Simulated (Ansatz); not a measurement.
# SnO: ¹¹⁹Sn Mössbauer parameters

Cell: a COD entry, its atoms then relaxed with PBE in this cell.

```xyz
8
Lattice="2.5000 -2.8600 0.0000 2.5000 2.8600 0.0000 0.0000 0.0000 11.1200" Properties=species:S:1:pos:R:3 pbc="T T T"
Sn    0.0000   -0.0004   -0.1577
Sn    0.0000    0.0004    5.4023
Sn    2.5000    0.0018    3.0154
Sn    2.5000   -0.0018    8.5754
O     3.7495   -1.4295    4.2090
O     1.2505    1.4295    9.7690
O     1.2505   -1.4295    4.2090
O     3.7495    1.4295    9.7690
```

Sites (sets of like atoms) are named by element and the number of their first atom in this list.

All values are calculated (Ansatz; DFT, PBE, plane waves and PAW, scalar-relativistic, 420 eV cutoff, Γ-centred 12×12×5 k-points, Fermi–Dirac smearing 0.05 eV), not measured.

Isomer shifts (against SnO₂) follow from the electron density at the nucleus, δ = α(ρ − ρ₀), with α = 0.099 mm s⁻¹ a₀³ and ρ₀ = 183191.44 a₀⁻³ from a line fitted to 8 measured compounds at this level of theory (rms miss 0.12 mm/s). ΔE_Q = ½eQV_zz(1 + η²/3)^½ with Q = -0.132 b for the 23.9 keV state.

(1) Where do the absorption lines lie?

## Answers

(1) Sn (4 atoms a cell): δ = 2.80, |ΔE_Q| = 1.55 mm/s, a doublet at 2.02 and 3.58 mm/s.

At this cell the PBE pressure is 2.1 GPa (principal stresses up to 13 GPa in size), so it isn't the equilibrium cell of PBE. The entry's cell may itself be off. Without spin–orbit coupling (the program notes it for Sn) the gradients can shift somewhat, as the gap is small. The database positions were far from equilibrium, so the relaxed structure may not be the compound's real one.

The relaxation (6 steps) took 4.4 min of wall time (4.4 min of CPU time) and 1.1 GiB at its peak, on 1 thread of Intel Xeon 6975P-C (Granite Rapids) (x86_64; 16 cores open to the job, memory cap 3.0 GiB, no GPU), a shared host with a load of 0.5 a core.
